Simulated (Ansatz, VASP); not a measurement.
**One calculation of Ir, two programs**

```
CELL_PARAMETERS angstrom
-1.53641 1.53641 1.53641
1.53641 -1.53641 1.53641
1.53641 1.53641 -1.53641
ATOMIC_POSITIONS crystal
Ir 0.00000 0.00000 0.00000
```

Alike in both runs: task relaxation of cell and atoms; functional PBE; k mesh 17 × 17 × 17; occupations fermi-dirac, width 0.05 eV; no spin polarisation.

|  | VASP | Ansatz |
| --- | --- | --- |
| version | VASP 6.6.1 | Ansatz 0.2.0 |
| potentials or method | VASP PAW PBE potentials, release 64 (Ir) | PAW with Ansatz's default frozen-core files, scalar-relativistic |
| plane-wave cutoff (eV) | 600 | 420 |
| valence electrons in the cell | 9 | 17 |

```tsv
	VASP	Ansatz	Ansatz less VASP
relaxed volume (Å³/atom)	15.07	15.05	-0.027
relaxed cell length with the largest relative difference (Å)	2.695	2.694	-0.0016
energy change over the relaxation (meV/atom)	-22	-20	+2.0
```

The two sets of potentials don't hold the same shells in valence.

The runs have no spin-orbit coupling, so splittings on Ir are missing.
